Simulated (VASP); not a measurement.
# BeTe (F-43m) in VASP: settings compared

One crystal, BeTe, is run at these levels: PBE, PBEsol; tasks: single point.

All numbers are computed with VASP 6.6.1; they aren't measurements. Logs are shortened: lines on timing, memory, paths and dates and some standing lists are left out, and cuts for length are marked.

## 1. The crystal as given

It takes space group F-43m (No. 216, cubic). The conventional cell has a = 5.540 Å, b = 5.540 Å, c = 5.540 Å, α = 90.00°, β = 90.00°, γ = 90.00°. Be (site symmetry -43m) is surrounded by 4 Te at 2.40 Å. Around Te (site symmetry -43m) lie 4 Be at 2.40 Å.

## 2. Single point, PBE

The input, INCAR:

```
SYSTEM = BeTe
  PREC = Accurate
  ENCUT = 520
  EDIFF = 1E-7
  ISMEAR = -5
  SIGMA = 0.1
  LREAL = .FALSE.
  LASPH = .TRUE.
  NELM = 100
  ALGO = Normal
  ISIF = 2
  LWAVE = .FALSE.
  LCHARG = .FALSE.
  GGA = PE
  NBANDS = 11
```

The input, KPOINTS:

```
Automatic mesh
0
G
  11 11 11
  0 0 0
```

The input, POSCAR:

```
BeTe
1.0
    0.0000000000      2.7700000000      2.7700000000
    2.7700000000      0.0000000000      2.7700000000
    2.7700000000      2.7700000000      0.0000000000
Be Te
1 1
Direct
    0.0000000000      0.0000000000      0.0000000000
    0.7500000000      0.7500000000      0.7500000000
```

Potentials or basis: VASP PAW PBE potentials, release 64 (Be, Te).

On the command line:

```
> cat potpaw_PBE.64/Be/POTCAR potpaw_PBE.64/Te/POTCAR > POTCAR
> mpirun -np 1 vasp_std > vasp.out
```

OUTCAR:

```text
SYSTEM = BeTe
   PREC = Accurate
   ENCUT = 520
   EDIFF = 1E-7
   ISMEAR = -5
   LREAL = .FALSE.
   LASPH = .TRUE.
   NELM = 100
   ISIF = 2
   GGA = PE

 ion  position               nearest neighbor table
   1  0.000  0.000  0.000-   2 2.40   2 2.40   2 2.40   2 2.40
   2  0.750  0.750  0.750-   1 2.40   1 2.40   1 2.40   1 2.40

  LATTYP: Found a face centered cubic cell.
 ALAT       =     5.5400000000

  Lattice vectors:

 A1 = (   0.0000000000,   2.7700000000,   2.7700000000)
 A2 = (   2.7700000000,   0.0000000000,   2.7700000000)
 A3 = (   2.7700000000,   2.7700000000,   0.0000000000)

Analysis of symmetry for initial positions (statically):
=====================================================================
 Subroutine PRICEL returns:
 Original cell was already a primitive cell.

 Routine SETGRP: Setting up the symmetry group for a
 face centered cubic supercell.

 Subroutine GETGRP returns: Found 24 space group operations
 (whereof 24 operations were pure point group operations)
 out of a pool of 48 trial point group operations.

The static configuration has the point symmetry T_d .

Analysis of symmetry for dynamics (positions and initial velocities):
=====================================================================
 Subroutine PRICEL returns:
 Original cell was already a primitive cell.

 Routine SETGRP: Setting up the symmetry group for a
 face centered cubic supercell.

 Subroutine GETGRP returns: Found 24 space group operations
 (whereof 24 operations were pure point group operations)
 out of a pool of 48 trial point group operations.

The dynamic configuration has the point symmetry T_d .

 Subroutine INISYM returns: Found 24 space group operations
 (whereof 24 operations are pure point group operations),
 and found     1 'primitive' translations

----------------------------------------------------------------------------------------

                                     Primitive cell

  volume of cell :      42.5079

  direct lattice vectors                    reciprocal lattice vectors
     0.000000000  2.770000000  2.770000000    -0.180505415  0.180505415  0.180505415
     2.770000000  0.000000000  2.770000000     0.180505415 -0.180505415  0.180505415
     2.770000000  2.770000000  0.000000000     0.180505415  0.180505415 -0.180505415

  length of vectors
     3.917371568  3.917371568  3.917371568     0.312644550  0.312644550  0.312644550
[... 91 lines left out ...]
   POTIM  = 0.5000    time-step for ionic-motion
   TEBEG  =    0.0;   TEEND  =   0.0 temperature during run
   PSTRESS=    0.0 pullay stress
   NELECT =       8.0000    total number of electrons
   NUPDOWN=      -1.0000    fix difference up-down
   EMIN   =  10.00;   EMAX   =-10.00  energy-range for DOS
   EFERMI =   0.00;   METHOD = LEGACY
   ISMEAR =    -5;   SIGMA  =   0.10  broadening in eV -4-tet -1-fermi 0-gaus
   EFERMI_NEDOS =   21; number of points for ismear=-14 and -15
   IALGO  =     38    algorithm
   IMIX   =      4    mixing-type and parameters
     AMIX     =   0.40;   BMIX     =  1.00
     AMIX_MAG =   1.60;   BMIX_MAG =  1.00
  volume/ion in A,a.u.               =      21.25       143.43
  Fermi-wavevector in a.u.,A,eV,Ry     =   0.938170  1.772885 11.975354  0.880164
  Thomas-Fermi vector in A             =   2.065355
   LORBIT       =      0    0 simple, 1 ext, 2 COOP (PROOUT), +10 PAW based schemes
   GGA     = PE    functional components
   LHFCALC =     F    Hartree Fock is set to
   AEXX    =    0.0000 exact exchange contribution
   IVDW    =     0    specifies the selected vdW correction
   LEPSILON=     F    determine dielectric tensor
   LRPA    =     F    only Hartree local field effects (RPA)
 non-spin polarized calculation
 Fermi weights with tetrahedron method with Bloechl corrections
  energy-cutoff  :      520.00
  volume of cell :       42.51
 maximum number of plane-waves:      1167
 NGX is ok and might be reduce to    30
   NGX = 15   NGY = 15   NGZ = 15

 number of electron       8.0000000 magnetization

 Free energy of the ion-electron system (eV)
  ---------------------------------------------------
  ext. energy  EPLUGINS =         0.00000000
  ---------------------------------------------------
  free energy    TOTEN  =        -7.58549094 eV

  energy without entropy =       -7.58549094  energy(sigma->0) =       -7.58549094

 E-fermi :   5.6817     XC(G=0):  -9.2571

 val. band max:        5.6641043982   @ k =   0.0000   0.0000   0.0000
 cond. band min:       7.5369417119   @ k =   0.4545   0.4545   0.0000
 fundamental gap:      1.8728373137
 Fermi energy:         5.6816723384

 k-point     1 :       0.0000    0.0000    0.0000
  band No.  band energies     occupation
      1      -6.9708      2.00000
      2       5.6641      2.00000
      3       5.6641      2.00000
      4       5.6641      2.00000
      5       9.2285      0.00000
      6       9.2285      0.00000
      7       9.2285      0.00000
      8       9.8552      0.00000
      9      14.0506      0.00000
     10      16.0117      0.00000
     11      16.0117      0.00000
[... 309 lines left out ...]
 k-point    24 :      -0.1818    0.1818    0.0000
  band No.  band energies     occupation
      1      -6.1448      2.00000
      2       2.0667      2.00000
      3       3.3223      2.00000
      4       4.9872      2.00000
      5       9.8053      0.00000
      6      10.2702      0.00000
      7      10.8886      0.00000
      8      12.0733      0.00000
      9      13.7216      0.00000
     10      15.9684      0.00000
     11      16.6828      0.00000

 [... further k-points ...]

------------------------ aborting loop because EDIFF is reached ----------------------------------------

  FORCE on cell =-STRESS in cart. coord.  units (eV):
  Direction    XX          YY          ZZ          XY          YZ          ZX
  --------------------------------------------------------------------------------------
  -------------------------------------------------------------------------------------
  Total        1.1808447      1.1808447      1.1808447      0.0000000      0.0000000      0.0000000
  in kB       44.5075868     44.5075868     44.5075868      0.0000000      0.0000000      0.0000000
  external PRESSURE =      44.5075868 kB  Pullay stress =       0.0000000 kB

 VOLUME and BASIS-vectors are now :
 -----------------------------------------------------------------------------
  energy-cutoff  :      520.00
  volume of cell :       42.51
      direct lattice vectors                 reciprocal lattice vectors
     0.000000000  2.770000000  2.770000000    -0.180505415  0.180505415  0.180505415
     2.770000000  0.000000000  2.770000000     0.180505415 -0.180505415  0.180505415
     2.770000000  2.770000000  0.000000000     0.180505415  0.180505415 -0.180505415

 POSITION                                       TOTAL-FORCE (eV/Angst)
 -----------------------------------------------------------------------------------
      0.00000      0.00000      0.00000         0.000000      0.000000      0.000000
      4.15500      4.15500      4.15500        -0.000000     -0.000000     -0.000000
 -----------------------------------------------------------------------------------
    total drift:                               -0.000000     -0.000000     -0.000000

  FREE ENERGIE OF THE ION-ELECTRON SYSTEM (eV)
  ---------------------------------------------------
  free  energy   TOTEN  =        -7.5854909446 eV

  energy  without entropy=       -7.5854909446  energy(sigma->0) =       -7.58549094
```

Wall time 14 s (1 thread of Intel Xeon 6975P-C (Granite Rapids), shared host); peak memory 0.18 GiB.

What came out:

| Quantity | Value |
| --- | --- |
| Free energy | -7.5855 eV |
| Pressure | 4.5 GPa |
| Band gap on the k mesh | 1.87 eV, indirect (least direct gap 3.56 eV) |

Caveat: spin-orbit coupling is left out, which moves the levels of the heavy elements; an odd mesh through Γ misses points on the zone boundary, where band edges often lie.

## 3. Single point, PBE

The input, INCAR:

```
  ALGO = Fast
  EDIFF = 1E-7
  ENCUT = 520
  GGA = PE
  ISIF = 2
  ISMEAR = -1
  LASPH = True
  LCHARG = False
  LREAL = False
  LWAVE = False
  NBANDS = 11
  NELM = 100
  PREC = Accurate
  SIGMA = 0.03
```

The input, KPOINTS:

```
k-points
0
Gamma
  11 11 11
```

POSCAR is that of step 2.

Potentials or basis: VASP PAW PBE potentials, release 64 (Be, Te).

On the command line:

```
> cat potpaw_PBE.64/Be/POTCAR potpaw_PBE.64/Te/POTCAR > POTCAR
> mpirun -np 1 vasp_std > vasp.out
```

Wall time 25 s (1 thread of Intel Xeon Platinum 8259CL at 2.50GHz (Skylake/Cascade Lake), shared host); peak memory 0.18 GiB.

Results (log left out):

* Free energy: -7.5855 eV
* Pressure: 4.5 GPa
* Band gap on the k mesh: 1.87 eV, indirect (least direct gap 3.56 eV)

Levels at points of the mesh, in eV from the valence-band top:
```
           k point  band 2  band 3  band 4  band 5  band 6  band 7
(0.00, 0.00, 0.00)    0.00    0.00    0.00    3.56    3.56    3.56
```

Caveat: spin-orbit coupling is left out, which moves the levels of the heavy elements; an odd mesh through Γ misses points on the zone boundary, where band edges often lie.

## 4. Single point, PBEsol

The input, INCAR:

```
SYSTEM = BeTe
ALGO     = Normal         ! electronic algorithm
EDIFF    = 1E-6           ! SCF threshold, eV
ENCUT    = 520            ! plane-wave cutoff, eV
GGA      = PS             ! functional
ISIF     = 2              ! what is computed and relaxed
ISMEAR   = -1             ! smearing method
LASPH    = .TRUE.         ! aspherical terms in the spheres
LCHARG   = .FALSE.        ! write CHGCAR
LREAL    = .FALSE.        ! projectors in reciprocal space
LWAVE    = .FALSE.        ! write WAVECAR
NBANDS   = 11             ! bands
NELM     = 100            ! most SCF steps
PREC     = Accurate       ! precision mode
SIGMA    = 0.03           ! smearing width, eV
```

The input, KPOINTS:

```
k-points
0
G
  11 11 11
  0 0 0
```

POSCAR is that of step 3.

Potentials or basis: VASP PAW PBE potentials, release 64 (Be, Te).

On the command line:

```
> cat potpaw_PBE.64/Be/POTCAR potpaw_PBE.64/Te/POTCAR > POTCAR
> mpirun -np 1 vasp_std > vasp.out
```

OUTCAR:

```text
SYSTEM = BeTe
   EDIFF = 1E-6
   ENCUT = 520
   GGA = PS
   ISIF = 2
   ISMEAR = -1
   LASPH = .TRUE.
   LREAL = .FALSE.
   NELM = 100
   PREC = Accurate

 ion  position               nearest neighbor table
   1  0.000  0.000  0.000-   2 2.40   2 2.40   2 2.40   2 2.40
   2  0.750  0.750  0.750-   1 2.40   1 2.40   1 2.40   1 2.40

  LATTYP: Found a face centered cubic cell.
 ALAT       =     5.5400000000

  Lattice vectors:

 A1 = (   0.0000000000,   2.7700000000,   2.7700000000)
 A2 = (   2.7700000000,   0.0000000000,   2.7700000000)
 A3 = (   2.7700000000,   2.7700000000,   0.0000000000)

Analysis of symmetry for initial positions (statically):
=====================================================================
 Subroutine PRICEL returns:
 Original cell was already a primitive cell.

 Routine SETGRP: Setting up the symmetry group for a
 face centered cubic supercell.

 Subroutine GETGRP returns: Found 24 space group operations
 (whereof 24 operations were pure point group operations)
 out of a pool of 48 trial point group operations.

The static configuration has the point symmetry T_d .

Analysis of symmetry for dynamics (positions and initial velocities):
=====================================================================
 Subroutine PRICEL returns:
 Original cell was already a primitive cell.

 Routine SETGRP: Setting up the symmetry group for a
 face centered cubic supercell.

 Subroutine GETGRP returns: Found 24 space group operations
 (whereof 24 operations were pure point group operations)
 out of a pool of 48 trial point group operations.

The dynamic configuration has the point symmetry T_d .

 Subroutine INISYM returns: Found 24 space group operations
 (whereof 24 operations are pure point group operations),
 and found     1 'primitive' translations

----------------------------------------------------------------------------------------

                                     Primitive cell

  volume of cell :      42.5079

[... 117 lines left out ...]
   LEPSILON=     F    determine dielectric tensor
   LRPA    =     F    only Hartree local field effects (RPA)
 non-spin polarized calculation
  energy-cutoff  :      520.00
  volume of cell :       42.51
 maximum number of plane-waves:      1167
 NGX is ok and might be reduce to    30
   NGX = 15   NGY = 15   NGZ = 15

 number of electron       8.0000000 magnetization

 Free energy of the ion-electron system (eV)
  ---------------------------------------------------
  ext. energy  EPLUGINS =         0.00000000
  ---------------------------------------------------
  free energy    TOTEN  =        -8.20374459 eV

  energy without entropy =       -8.20374459  energy(sigma->0) =       -8.20374459

 E-fermi :   6.1106     XC(G=0):  -9.3987

 val. band max:        5.5690842823   @ k =   0.0000   0.0000   0.0000
 cond. band min:       7.3272235342   @ k =   0.4545   0.4545   0.0000
 fundamental gap:      1.7581392519
 Fermi energy:         6.1105918589

 k-point     1 :       0.0000    0.0000    0.0000
  band No.  band energies     occupation
      1      -7.1010      2.00000
      2       5.5691      2.00000
      3       5.5691      2.00000
      4       5.5691      2.00000
      5       9.1235      0.00000
      6       9.1235      0.00000
      7       9.1235      0.00000
      8       9.6646      0.00000
      9      13.8346      0.00000
     10      15.9168      0.00000
     11      15.9168      0.00000
[... 309 lines left out ...]
 k-point    24 :      -0.1818    0.1818    0.0000
  band No.  band energies     occupation
      1      -6.2730      2.00000
      2       1.9468      2.00000
      3       3.2118      2.00000
      4       4.8930      2.00000
      5       9.6770      0.00000
      6      10.1628      0.00000
      7      10.7543      0.00000
      8      11.9093      0.00000
      9      13.5635      0.00000
     10      15.7450      0.00000
     11      16.5559      0.00000

 [... further k-points ...]

------------------------ aborting loop because EDIFF is reached ----------------------------------------

  FORCE on cell =-STRESS in cart. coord.  units (eV):
  Direction    XX          YY          ZZ          XY          YZ          ZX
  --------------------------------------------------------------------------------------
  -------------------------------------------------------------------------------------
  Total        0.6747224      0.6747224      0.6747224      0.0000000      0.0000000     -0.0000000
  in kB       25.4311722     25.4311722     25.4311722      0.0000000      0.0000000     -0.0000000
  external PRESSURE =      25.4311722 kB  Pullay stress =       0.0000000 kB

 VOLUME and BASIS-vectors are now :
 -----------------------------------------------------------------------------
  energy-cutoff  :      520.00
  volume of cell :       42.51
      direct lattice vectors                 reciprocal lattice vectors
     0.000000000  2.770000000  2.770000000    -0.180505415  0.180505415  0.180505415
     2.770000000  0.000000000  2.770000000     0.180505415 -0.180505415  0.180505415
     2.770000000  2.770000000  0.000000000     0.180505415  0.180505415 -0.180505415

 POSITION                                       TOTAL-FORCE (eV/Angst)
 -----------------------------------------------------------------------------------
      0.00000      0.00000      0.00000         0.000000      0.000000      0.000000
      4.15500      4.15500      4.15500        -0.000000     -0.000000     -0.000000
 -----------------------------------------------------------------------------------
    total drift:                               -0.000000     -0.000000     -0.000000

  FREE ENERGIE OF THE ION-ELECTRON SYSTEM (eV)
  ---------------------------------------------------
  free  energy   TOTEN  =        -8.2037445941 eV

  energy  without entropy=       -8.2037445941  energy(sigma->0) =       -8.20374459
```

OSZICAR:

```text
N       E                     dE             d eps       ncg     rms          rms(c)
DAV:   1     0.182355019932E+02    0.18236E+02   -0.33659E+03  1232   0.592E+02
DAV:   2    -0.725800550377E+01   -0.25494E+02   -0.24633E+02  1601   0.914E+01
DAV:   3    -0.836501085630E+01   -0.11070E+01   -0.11050E+01  1658   0.202E+01
DAV:   4    -0.837605393216E+01   -0.11043E-01   -0.11042E-01  1415   0.228E+00
DAV:   5    -0.837626866373E+01   -0.21473E-03   -0.21473E-03  1586   0.318E-01    0.428E+00
DAV:   6    -0.824741753133E+01    0.12885E+00   -0.12971E-01  1409   0.143E+00    0.255E+00
DAV:   7    -0.820371248695E+01    0.43705E-01   -0.11773E-01  1476   0.146E+00    0.471E-01
DAV:   8    -0.820361520411E+01    0.97283E-04   -0.58938E-03  1402   0.441E-01    0.993E-02
DAV:   9    -0.820372786014E+01   -0.11266E-03   -0.20546E-04  1530   0.890E-02    0.323E-02
DAV:  10    -0.820374447227E+01   -0.16612E-04   -0.36002E-05  1383   0.290E-02    0.143E-02
DAV:  11    -0.820374459413E+01   -0.12186E-06   -0.10858E-06  1465   0.647E-03
   1 F= -.82037446E+01 E0= -.82037446E+01  d E =-.407494E-10
```

Run time: 19 s. Hardware: 1 thread of Intel Xeon Platinum 8259CL at 2.50GHz (Skylake/Cascade Lake), shared host; peak memory 0.18 GiB.

Results:

| Item | Value |
| --- | --- |
| Free energy | -8.2037 eV |
| Pressure | 2.5 GPa |
| Band gap on the k mesh | 1.76 eV, indirect (least direct gap 3.55 eV) |

Caveat: the PAW data sets were made with another functional, which shifts forces and pressure a little; spin-orbit coupling is left out, which moves the levels of the heavy elements; an odd mesh through Γ misses points on the zone boundary, where band edges often lie.

## 5. Overview

```tsv
level	smearing	gap on the mesh (eV)	pressure (GPa)
PBE	tetrahedron	1.87	4.5
PBE	fermi-dirac 0.03 eV	1.87	4.5
PBEsol	fermi-dirac 0.03 eV	1.76	2.5
```

Alike in all rows: task single point; potentials or basis VASP PAW PBE potentials, release 64 (Be, Te); no spin polarisation; cell as given; k mesh 11 × 11 × 11; cutoff (eV) 520.

On the cell as given the gap runs from 1.76 eV (PBEsol) to 1.87 eV (PBE). The pressure there spans 2.5 GPa (PBEsol) to 4.5 GPa (PBE); a positive pressure means that this level wants a larger cell, a negative one a smaller.

Caveats: spin-orbit coupling is left out, which moves the levels of the heavy elements; an odd mesh through Γ misses points on the zone boundary, where band edges often lie; the PAW data sets were made with another functional, which shifts forces and pressure a little (some runs).

Absolute energies hang on the potentials; compare differences alone.
